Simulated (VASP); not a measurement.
The system is Au.

```
Au
1.0
     0.00000   -2.04550   -2.04550
    -2.04550    0.00000   -2.04550
     2.04550    2.04550   -4.09100
Au
2
Cartesian
  -0.0157 -0.0780 -4.0734
  0.0157 -1.9675 -2.0631
```

The cell isn't the ideal one: a zone-boundary wave of random shape, sigma 0.05 Å.

- Program: VASP 6.6.1
- Task: relaxation of cell and atoms
- Functional: RPBE
- Potentials or basis: VASP PAW PBE potentials, release 64 (Au)
- Cutoff: 600 eV
- k mesh: 11 × 11 × 6
- Occupations: methfessel-paxton, width 0.1 eV
- Spin: no spin polarisation

At the start: pressure 13.5 GPa; volume 17.12 Å³/atom.

**Question.** How do energy, volume and symmetry change on relaxing?

**Answer.** Over 26 steps the energy falls by 88.3 meV/atom and the volume is 18.50 Å³/atom (+8.1 %); space group C2/m (No. 12, to 0.05 Å).

Step by step:
| step | energy change (eV) | largest force (eV/Å) | pressure (GPa) | volume (Å³) |
| --- | --- | --- | --- | --- |
| 1 | 0.0000 | 1.2336 | 13.47 | 34.23 |
| 2 | 0.0077 | 0.0299 | -10.27 | 41.87 |
| 3 | -0.1555 | 0.3797 | -1.40 | 37.58 |
| 4 | -0.1557 | 0.3930 | -1.14 | 37.49 |
| 5 | -0.1557 | 0.4033 | -0.93 | 37.42 |
| 6 | -0.1694 | 0.2128 | 0.00 | 37.04 |
| 7 | -0.1727 | 0.0839 | 0.92 | 36.76 |
| 8 | -0.1737 | 0.0526 | -0.73 | 37.23 |
| 9 | -0.1741 | 0.0562 | -0.20 | 37.07 |
| 10 | -0.1746 | 0.0452 | -0.12 | 37.04 |
| 11 | -0.1748 | 0.0498 | -0.04 | 37.02 |
| 12 | -0.1750 | 0.0679 | 0.13 | 36.96 |
| 13 | -0.1755 | 0.0488 | -0.06 | 37.01 |
| 14 | -0.1756 | 0.0482 | -0.12 | 37.03 |
| 15 | -0.1758 | 0.0366 | -0.25 | 37.07 |
| 16 | -0.1761 | 0.0167 | 0.24 | 36.91 |
| 17 | -0.1761 | 0.0245 | 0.23 | 36.92 |
| 18 | -0.1763 | 0.0222 | 0.10 | 36.96 |
| 19 | -0.1763 | 0.0241 | 0.08 | 36.96 |
| 20 | -0.1764 | 0.0113 | -0.14 | 37.02 |
| 21 | -0.1764 | 0.0162 | -0.09 | 37.02 |
| 22 | -0.1765 | 0.0109 | 0.01 | 36.99 |
| 23 | -0.1765 | 0.0116 | 0.01 | 36.99 |
| 24 | -0.1765 | 0.0137 | 0.04 | 36.97 |
| 25 | -0.1765 | 0.0114 | 0.01 | 36.99 |
| 26 | -0.1765 | 0.0091 | -0.05 | 37.00 |

Final structure:
```
Au
1.0
     0.00535   -2.08029   -2.09934
    -2.07996    0.00466   -2.09868
     2.12749    2.12548   -4.25010
Au
2
Cartesian
  0.0298 0.0208 -4.2263
  2.1295 0.0494 -6.3473
```

Caveat: the PAW data sets were made with another functional, which shifts forces and pressure a little.
